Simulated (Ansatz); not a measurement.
Input of an Ansatz 0.2.0 run:

The input input.yaml:

```yaml
crystal:
  lattice:
    - [0.0, 2.47502, 2.47502]
    - [2.47502, 0.0, 2.47502]
    - [2.47502, 2.47502, 0.0]
  atoms:
    - { symbol: Pb, position: [0.0, 0.0, 0.0] }
kpoints:
  mp_grid: { grid: [4, 4, 4] }
scf:
  occupations: { method: fermi_dirac, width: 0.04 }
hamiltonian:
  xc: pbe
  pseudopotentials: { kind: all_electron, lapw: { basis_error: 0.003 } }
output:
  forces: true
  stress: true
  eigenvalues: true
```

Potentials or basis: all-electron LAPW, scalar-relativistic.

The run is started by

```bash
$ ansatz run input.yaml --threads 1 --pin off --max-ram 2560MiB --backend cpu --events-out ev --progress --plain --runs-dir out
```

**Question.** What does it give for the pressure?

**Answer.** 1.9 GPa.

**Question.** What does it give for the band gap on the k mesh?

**Answer.** None (metal or under the smearing width).

Caveat: the k mesh is coarse (spacing up to 0.55 Å⁻¹), so the values aren't converged. The run has no spin-orbit coupling, so splittings on Pb are missing.
